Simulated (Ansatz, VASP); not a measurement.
Ge in VASP and in Ansatz

Contents of INCAR:

```
SYSTEM = Ge
ALGO = Normal
EDIFF = 1E-7
ENCUT = 520
GGA = PS
ISIF = 2
ISMEAR = -1
LASPH = .True.
LCHARG = .False.
LREAL = .False.
LWAVE = .False.
NBANDS = 13
NELM = 100
PREC = Accurate
SIGMA = 0.05
```

File KPOINTS:

```
k-points
0
Gamma
  8 8 8
  0 0 0
```

The input POSCAR:

```
Ge
1.0
    1.3971490000     -2.6005160000      0.0000000000
    1.3971490000      2.6005160000      0.0000000000
    0.0000000000      0.0000000000      2.6982310000
Ge
1
Direct
    0.5000000000      0.5000000000      0.0000000000
```

Contents of input.yaml:

```yaml
crystal:
  lattice:
    - [1.397149, -2.600516, 0.0]
    - [1.397149, 2.600516, 0.0]
    - [0.0, 0.0, 2.698231]
  atoms:
    - { symbol: Ge, position: [0.5, 0.5, 0.0] }
kpoints:
  mp_grid: { grid: [8, 8, 8] }
scf:
  occupations: { method: fermi_dirac, width: 0.05 }
hamiltonian:
  xc: pbesol
  pseudopotentials: { kind: all_electron, datasets: crystal }
output:
  forces: true
  stress: true
  eigenvalues: true
  elf: true
  volumetric_format: npy
```

Alike in both runs: task single point; functional PBEsol; k mesh 8 × 8 × 8; occupations fermi-dirac, width 0.05 eV; no spin polarisation.

|  | VASP | Ansatz |
| --- | --- | --- |
| version | VASP 6.6.1 | Ansatz 0.2.0 |
| potentials or method | VASP PAW PBE potentials, release 64 (Ge_d) | all-electron PAW datasets made for the crystal |
| plane-wave cutoff (eV) | 520 | see its input |

```tsv
	VASP	Ansatz	Ansatz less VASP
gap on the k mesh at the Fermi level (eV)	none	none	-
pressure (GPa)	-4.5	-4.4	+0.13
largest component of the traceless stress (GPa)	2.42	2.42	0.000
```

A gap of «none» marks a metal or a gap that the smearing closes. Ansatz ran all-electron here, so the differences hold the error of VASP's frozen core and of both bases.

Caveats: the PAW data sets were made with another functional, which shifts forces and pressure a little (VASP); the k mesh is thin for a metal, which can move the energy by tens of meV per atom (Ansatz).
